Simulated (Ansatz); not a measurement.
InAs in Ansatz: the effect of functional

InAs:

```
In As
1.0
     0.00000    3.01800    3.01800
     3.01800    0.00000    3.01800
     3.01800    3.01800    0.00000
In As
1 1
Direct
  0.00000 0.00000 0.00000
  0.75000 0.75000 0.75000
```

Alike in all runs:

```yaml
Program: Ansatz 0.2.0
Task: band structure
Potentials_or_basis: all-electron LAPW, scalar-relativistic
Cutoff: 283 eV (chosen from the basis error)
Basis_error_allowed: 0.001 eV/atom
k_mesh: 8 × 8 × 8
Occupations: fermi-dirac, width 0.05 eV
Spin: no spin polarisation
```

| functional | pressure (GPa) |
| --- | --- |
| LDA | -0.3 |
| PBE | ? |
| PBEsol | 1.5 |
| RPBE | 6.0 |
| revPBE | 5.6 |
| BLYP | 7.5 |

Question: What does the run with functional PBE give?

Answer: Pressure 4.3 GPa.
